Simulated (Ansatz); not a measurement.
SnO₂: moving Sn off its site

SnO₂, I4_1/amd, a = 4.000 Å, c = 10.247 Å (as given, not relaxed at this level: -0.9 GPa, forces to 0.05 eV/Å). This isn't the usual stable structure of the compound. Ansatz: r2SCAN, PAW, 500 eV, Γ-centred 10×10×10 mesh on 6 atoms, Gaussian smearing 0.05 eV; no spin polarisation.

```yaml
crystal:
  lattice:
    - [-2.00007, 2.00007, 5.12368]
    - [2.00007, -2.00007, 5.12368]
    - [2.00007, 2.00007, -5.12368]
  atoms:
    - { symbol: Sn, position: [0.75000, 0.25000, 0.50000] }
    - { symbol: Sn, position: [0.00000, 0.00000, 0.00000] }
    - { symbol: O, position: [0.79652, 0.79652, 0.00000] }
    - { symbol: O, position: [0.95348, 0.45348, 0.50000] }
    - { symbol: O, position: [0.20348, 0.20348, 0.00000] }
    - { symbol: O, position: [0.54652, 0.04652, 0.50000] }
```

Atom 1 (Sn) moves by x along the unit vector (0.000, -0.615, -0.788), with its periodic images; all else is held. y is the free energy of the cell over the start, F the force along the path summed over the moved atoms.

```
  x (Å) y (meV) F (eV/Å)
-0.1000    111.2      2.18
-0.0750     63.1      1.66
-0.0500     28.3      1.12
-0.0250      7.2      0.57
 0.0000      0.0      0.00
 0.0250        ?         ?
 0.0500     29.7     -1.20
 0.0750     67.8     -1.85
 0.0875     92.9     -2.18
 0.1000    122.2     -2.52
```

Question: Fit y = c2 x² + c3 x³ + c4 x⁴ to the energies of the other rows, give the force constant, and predict energy and force of the missing row.

Answer: Least squares on the rows shown. y = 11590 x² + 5513 x³ + 8297 x⁴. The force constant is 2 c2 = 23.2 eV/Å² (for all images moving together, not for a lone atom). The force −dy/dx at the missing row is -0.59 eV/Å (computed -0.59). At x = 0.0250 the fit asked for gives 7.3 meV. The run gave 7.3 meV, the same to the digits shown.